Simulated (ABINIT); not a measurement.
# AlN (P6_3mc) in ABINIT: single point with PBE

Aim: the single point of AlN with PBE.

Everything below comes from runs of ABINIT 10.8.3 (patched build). Logs are shortened: lines on timing, memory, paths and dates and some standing lists are left out, and cuts for length are marked. The log counts tension as positive stress, the text compression.

**Measured values to compare with.**

“Structural and optical properties of self-assembled AlN nanowires grown on SiO2/Si substrates by molecular beam epitaxy”, 2024, arxiv:2402.00216 quotes, for a bulk crystal of AlN at 0 K: band gap 6.0343 eV (an exciton energy, a little under the gap).

The results are compared with them further down.

**1. The crystal as given**

Symmetry: P6_3mc, No. 186, hexagonal system. The conventional cell has a = 3.113 Å, b = 3.113 Å, c = 4.981 Å, α = 90.00°, β = 90.00°, γ = 120.00°. Al (site symmetry 3m) is surrounded by 4 N at 1.89 Å. N (site symmetry 3m) is surrounded by 4 Al at 1.89 Å.

**2. Single point, PBE**

run.abi reads:

```
# Pseudopotentials
pp_dirpath "./"
pseudos "Al.upf, N.upf"

# Structure
acell 3*1.0
rprim
     5.8827174260     0.0000000000     0.0000000000
    -2.9413587130     5.0945827342     0.0000000000
     0.0000000000     0.0000000000     9.4127258268
ntypat 2
znucl 13 7
natom 4
typat 1 1 2 2
xcart
     2.9413587133     1.6981942446     4.7063629134
    -0.0000000003     3.3963884896     0.0000000000
     2.9413587133     1.6981942446     8.2831987275
    -0.0000000003     3.3963884896     3.5768358142

# Plane-wave basis
ecut 952.398519 eV

# k points
kptopt 1
ngkpt 8 8 4
nshiftk 1
shiftk 0.0 0.0 0.0

# Exchange and correlation
ixc 11

# Bands and occupations
nband 12
occopt 3
tsmear 0.05 eV

# SCF cycle
nstep 100
tolvrs 1.0e-10

# Output
iomode 3
prtwf 0
prtden 0
prteig 0
prtebands 0
enunit 1
```

Potentials or basis: PseudoDojo NC SR PBE v0.4.1 standard.

Command:

```bash
> mpirun --bind-to none -np 4 abinit run.abi > log 2>&1
```

run.abo:

```text
.Version 10.8.3 of ABINIT
 Symmetries : space group P6_3 m c (#186); Bravais hP (primitive hexag.)
================================================================================
 Values of the parameters that define the memory need of the present run
     intxc =       0    ionmov =       0      iscf =       7    lmnmax =       6
     lnmax =       6     mgfft =      54  mpssoang =       3    mqgrid =    3001
     natom =       4  nloc_mem =       1    nspden =       1   nspinor =       1
    nsppol =       1      nsym =      12    n1xccc =    2501    ntypat =       2
    occopt =       3   xclevel =       2
       mpw =        2806          nfft =       55296          nkpt =          30
================================================================================
================================================================================

--------------------------------------------------------------------------------
------------- Echo of variables that govern the present computation ------------
--------------------------------------------------------------------------------
 -outvars: echo values of preprocessed input variables --------
            acell      1.0000000000E+00  1.0000000000E+00  1.0000000000E+00 Bohr
              amu      2.69815390E+01  1.40067400E+01
             ecut      3.50000000E+01 Hartree
           enunit           1
              ixc          11
         kptrlatt        8    0    0      0    8    0      0    0    4
          kptrlen      3.76509033E+01
            natom           4
            nband          12
            ngfft          32      32      54
             nkpt          30
            nstep         100
             nsym          12
           ntypat           2
           occopt           3
           prtden           0
        prtebands           0
           prteig           0
            prtwf           0
            rprim      5.8827174260E+00  0.0000000000E+00  0.0000000000E+00
                      -2.9413587130E+00  5.0945827342E+00  0.0000000000E+00
                       0.0000000000E+00  0.0000000000E+00  9.4127258268E+00
          spgroup         186
           tolvrs      1.00000000E-10
           tsmear      1.83746611E-03 Hartree
            typat      1  1  2  2
           xangst      1.5564999990E+00  8.9864569339E-01  2.4904999983E+00
                      -3.6404751701E-16  1.7972913868E+00  0.0000000000E+00
                       1.5564999990E+00  8.9864569339E-01  4.3832799970E+00
                      -3.6404751701E-16  1.7972913868E+00  1.8927799987E+00
            xcart      2.9413587130E+00  1.6981942447E+00  4.7063629134E+00
                      -6.8795010396E-16  3.3963884895E+00  0.0000000000E+00
                       2.9413587130E+00  1.6981942447E+00  8.2831987276E+00
                      -6.8795010396E-16  3.3963884895E+00  3.5768358141E+00
             xred      6.6666666667E-01  3.3333333333E-01  5.0000000000E-01
                       3.3333333333E-01  6.6666666667E-01  0.0000000000E+00
                       6.6666666667E-01  3.3333333333E-01  8.8000000000E-01
                       3.3333333333E-01  6.6666666667E-01  3.8000000000E-01
            znucl       13.00000    7.00000

================================================================================

 chkinp: Checking input parameters for consistency.

================================================================================
== DATASET  1 ==================================================================

--- !DatasetInfo
iteration_state: {dtset: 1, }
dimensions: {natom: 4, nkpt: 30, mband: 12, nsppol: 1, nspinor: 1, nspden: 1, mpw: 2806, }
cutoff_energies: {ecut:  35.0, pawecutdg:  -1.0, }
electrons: {nelect:   1.60000000E+01, charge:   0.00000000E+00, occopt:   3.00000000E+00, tsmear:   1.83746611E-03, }
meta: {optdriver: 0, ionmov: 0, optcell: 0, iscf: 7, paral_kgb: 0, }
...

 Exchange-correlation functional for the present dataset will be:
  GGA: Perdew-Burke-Ernzerhof functional - ixc=11
  J.P.Perdew, K.Burke, M.Ernzerhof, PRL 77, 3865 (1996)

 Real(R)+Recip(G) space primitive vectors, cartesian coordinates (Bohr,Bohr^-1):
 R(1)=  5.8827174  0.0000000  0.0000000  G(1)=  0.1699895  0.0981435  0.0000000
 R(2)= -2.9413587  5.0945827  0.0000000  G(2)=  0.0000000  0.1962869  0.0000000
 R(3)=  0.0000000  0.0000000  9.4127258  G(3)=  0.0000000  0.0000000  0.1062392
 Unit cell volume ucvol=  2.8209930E+02 bohr^3
 Angles (23,13,12)=  9.00000000E+01  9.00000000E+01  1.20000000E+02 degrees

 getcut: wavevector=  0.0000  0.0000  0.0000  ngfft=  32  32  54
         ecut(hartree)=     35.000   => boxcut(ratio)=   2.04255

--- Pseudopotential description ------------------------------------------------
- pspini: atom type   1  psp file is ./Al.upf
12 -101130 2 -1 1876                          pspcod,pspxc,lmax,lloc,mmax
     nproj     2     2     2

- pspini: atom type   2  psp file is ./N.upf
12 -101130 1 -1 1058                          pspcod,pspxc,lmax,lloc,mmax
     nproj     2     2     0

   2.97317893E+02                                ecore*ucvol(ha*bohr**3)
--------------------------------------------------------------------------------

================================================================================

--- !BeginCycle
iteration_state: {dtset: 1, }
solver: {iscf: 7, nstep: 100, nline: 4, wfoptalg: 0, }
tolerances: {tolvrs: 1.00E-10, }
...

     iter   Etot(hartree)      deltaE(h)  residm     vres2
 ETOT  1  -25.269883493574    -2.527E+01 5.063E-02 8.425E+02
 ETOT  2  -25.353093162411    -8.321E-02 5.861E-02 6.522E+02
 ETOT  3  -25.587398330302    -2.343E-01 8.023E-03 8.941E-01
 ETOT  4  -25.587919843035    -5.215E-04 7.574E-03 1.694E-02
 ETOT  5  -25.587921561598    -1.719E-06 4.144E-03 2.121E-03
 ETOT  6  -25.587921802436    -2.408E-07 3.958E-03 2.306E-05
 ETOT  7  -25.587921809509    -7.073E-09 8.476E-04 2.578E-06
 ETOT  8  -25.587921810269    -7.603E-10 5.516E-04 6.681E-08
 ETOT  9  -25.587921810292    -2.258E-11 6.439E-04 2.141E-09
 ETOT 10  -25.587921810293    -5.578E-13 1.294E-03 2.262E-11

 At SCF step   10       vres2   =  2.26E-11 < tolvrs=  1.00E-10 =>converged.

 Cartesian components of stress tensor (hartree/bohr^3)
  sigma(1 1)= -7.38177220E-05  sigma(3 2)=  0.00000000E+00
  sigma(2 2)= -7.38177220E-05  sigma(3 1)=  0.00000000E+00
  sigma(3 3)= -1.29607370E-04  sigma(2 1)=  0.00000000E+00

--- !ResultsGS
iteration_state: {dtset: 1, }
comment   : Summary of ground state results
lattice_vectors:
- [  5.8827174,   0.0000000,   0.0000000, ]
- [ -2.9413587,   5.0945827,   0.0000000, ]
- [  0.0000000,   0.0000000,   9.4127258, ]
lattice_lengths: [   5.88272,    5.88272,    9.41273, ]
lattice_angles: [ 90.000,  90.000, 120.000, ] # degrees, (23, 13, 12)
lattice_volume:   2.8209930E+02
convergence: {deltae: -5.578E-13, res2:  2.262E-11, residm:  1.294E-03, diffor: null, }
etotal    :  -2.55879218E+01
entropy   :   0.00000000E+00
fermie    :   2.57389925E-01
cartesian_stress_tensor: # hartree/bohr^3
- [ -7.38177220E-05,   0.00000000E+00,   0.00000000E+00, ]
- [  0.00000000E+00,  -7.38177220E-05,   0.00000000E+00, ]
- [  0.00000000E+00,   0.00000000E+00,  -1.29607370E-04, ]
pressure_GPa:   2.7189E+00
xred      :
- [  6.6667E-01,   3.3333E-01,   5.0000E-01, Al]
- [  3.3333E-01,   6.6667E-01,   0.0000E+00, Al]
- [  6.6667E-01,   3.3333E-01,   8.8000E-01,  N]
- [  3.3333E-01,   6.6667E-01,   3.8000E-01,  N]
cartesian_forces: # hartree/bohr
- [ -2.86075829E-30,   9.90995741E-30,  -2.53905775E-03, ]
- [  8.58227487E-30,   2.31232340E-29,  -2.53905775E-03, ]
- [ -2.86075829E-30,   9.90995741E-30,   2.53905775E-03, ]
- [ -2.86075829E-30,  -4.29431488E-29,   2.53905775E-03, ]
force_length_stats: {min:   2.53905775E-03, max:   2.53905775E-03, mean:   2.53905775E-03, }
...

 Integrated electronic density in atomic spheres:
 ------------------------------------------------
 Atom  Sphere_radius  Integrated_density
    1        2.00000          1.10013614
    2        2.00000          1.10013614
    3        2.00000          5.37762129
    4        2.00000          5.37762129
================================================================================

 ----iterations are completed or convergence reached----

 Mean square residual over all n,k,spin=   46.476E-07; max=  12.940E-04
 reduced coordinates (array xred) for    4 atoms
       0.666666666667      0.333333333333      0.500000000000
       0.333333333333      0.666666666667      0.000000000000
       0.666666666667      0.333333333333      0.879999999996
       0.333333333333      0.666666666667      0.379999999996
 rms dE/dt=  1.3798E-02; max dE/dt=  2.3900E-02; dE/dt below (all hartree)
    1       0.000000000000      0.000000000000      0.023899803406
    2      -0.000000000000     -0.000000000000      0.023899803406
    3       0.000000000000      0.000000000000     -0.023899105457
    4       0.000000000000      0.000000000000     -0.023899105457

 cartesian coordinates (angstrom) at end:
    1      1.55649999895463     0.89864569338986     2.49049999832074
    2     -0.00000000000000     1.79729138677972     0.00000000000000
    3      1.55649999895463     0.89864569338986     4.38327999702652
    4     -0.00000000000000     1.79729138677972     1.89277999870577

 cartesian forces (hartree/bohr) at end:
    1     -0.00000000000000     0.00000000000000    -0.00253905774707
    2      0.00000000000000     0.00000000000000    -0.00253905774707
    3     -0.00000000000000     0.00000000000000     0.00253905774707
    4     -0.00000000000000    -0.00000000000000     0.00253905774707
 frms,max,avg= 1.4659257E-03 2.5390577E-03   0.000E+00  0.000E+00 -3.707E-08 h/b

 cartesian forces (eV/Angstrom) at end:
    1     -0.00000000000000     0.00000000000000    -0.13056359888477
    2      0.00000000000000     0.00000000000000    -0.13056359888477
    3     -0.00000000000000     0.00000000000000     0.13056359888477
    4     -0.00000000000000    -0.00000000000000     0.13056359888477
 frms,max,avg= 7.5380929E-02 1.3056360E-01   0.000E+00  0.000E+00 -1.906E-06 e/A
 length scales=  1.000000000000  1.000000000000  1.000000000000 bohr
              =  0.529177210544  0.529177210544  0.529177210544 angstroms
 Fermi (or HOMO) energy (eV) =   7.00394   Average Vxc (eV)= -10.70524
 Eigenvalues (   eV  ) for nkpt=  30  k points:
 kpt#   1, nband= 12, wtk=  0.00391, kpt=  0.0000  0.0000  0.0000 (reduced coord)
  -9.83173   -7.68107   -0.66040    4.48257    4.48257    5.13325    5.13325    5.31326
   9.53410   11.98978   15.91922   16.50531
 prteigrs : prtvol=0 or 1, do not print more k-points.

--- !EnergyTerms
iteration_state     : {dtset: 1, }
comment             : Components of total free energy in Hartree
kinetic             :  1.63734007512817E+01
hartree             :  5.68851814871548E+00
xc                  : -8.49799167403478E+00
Ewald energy        : -2.17432241418271E+01
psp_core            :  1.05394762626196E+00
local_psp           : -1.71221294333205E+01
non_local_psp       : -1.34044308736935E+00
internal            : -2.55879218102925E+01
'-kT*entropy'       :  1.25327081198538E-15
total_energy        : -2.55879218102925E+01
total_energy_eV     : -6.96282823611831E+02
band_energy         :  5.34157740077190E-02
...

 Cartesian components of stress tensor (hartree/bohr^3)
  sigma(1 1)= -7.38177220E-05  sigma(3 2)=  0.00000000E+00
  sigma(2 2)= -7.38177220E-05  sigma(3 1)=  0.00000000E+00
  sigma(3 3)= -1.29607370E-04  sigma(2 1)=  0.00000000E+00

-Cartesian components of stress tensor (GPa)         [Pressure=  2.7189E+00 GPa]
- sigma(1 1)= -2.17179236E+00  sigma(3 2)=  0.00000000E+00
- sigma(2 2)= -2.17179236E+00  sigma(3 1)=  0.00000000E+00
- sigma(3 3)= -3.81318047E+00  sigma(2 1)=  0.00000000E+00

== END DATASET(S) ==============================================================
================================================================================

 -outvars: echo values of variables after computation  --------
            acell      1.0000000000E+00  1.0000000000E+00  1.0000000000E+00 Bohr
           etotal     -2.5587921810E+01
            fcart     -2.8607582901E-30  9.9099574132E-30 -2.5390577471E-03
                       8.5822748703E-30  2.3123233964E-29 -2.5390577471E-03
                      -2.8607582901E-30  9.9099574132E-30  2.5390577471E-03
                      -2.8607582901E-30 -4.2943148791E-29  2.5390577471E-03
            rprim      5.8827174260E+00  0.0000000000E+00  0.0000000000E+00
                      -2.9413587130E+00  5.0945827342E+00  0.0000000000E+00
                       0.0000000000E+00  0.0000000000E+00  9.4127258268E+00
           strten     -7.3817721995E-05 -7.3817721993E-05 -1.2960736998E-04
                       0.0000000000E+00  0.0000000000E+00  0.0000000000E+00
           xangst      1.5564999990E+00  8.9864569339E-01  2.4904999983E+00
                      -3.6404751701E-16  1.7972913868E+00  0.0000000000E+00
                       1.5564999990E+00  8.9864569339E-01  4.3832799970E+00
                      -3.6404751701E-16  1.7972913868E+00  1.8927799987E+00
             xred      6.6666666667E-01  3.3333333333E-01  5.0000000000E-01
                       3.3333333333E-01  6.6666666667E-01  0.0000000000E+00
                       6.6666666667E-01  3.3333333333E-01  8.8000000000E-01
                       3.3333333333E-01  6.6666666667E-01  3.8000000000E-01
 Calculation completed.
```

It took 9.7 s on 4 MPI ranks of Arm Neoverse V1, shared host; peak memory 0.28 GiB.

Results:

| Property | Result |
| --- | --- |
| Free energy | -696.2828 eV |
| Pressure | 2.7 GPa |
| Largest force | 0.131 eV/Å |
| Band gap on the k mesh | 4.22 eV, direct |
| Valence electrons inside the program's atomic spheres | Al 1.10; N 5.38 |

Forces on the atoms (eV/Å):
```
Al   0.000  0.000 -0.131
Al   0.000  0.000 -0.131
N    0.000  0.000  0.131
N    0.000  0.000  0.131
```

Stress tensor (GPa, compression positive):
```
2.17 0.00 0.00
0.00 2.17 0.00
0.00 0.00 3.81
```

**3. How close it comes**

Step 2. A measured gap of AlN is 6.0343 eV (an exciton energy, a little under the gap; 0 K; quoted in “Structural and optical properties of self-assembled AlN nanowires grown on SiO2/Si substrates by molecular beam epitaxy”, 2024, arxiv:2402.00216); the calculated 4.22 eV misses it by -1.81 eV. 2 values of this kind are on record (6.034 to 6.0343 eV); this one was drawn at random. The value is that of PBE, without temperature or zero-point motion. Semilocal functionals fall short of measured gaps as a rule.
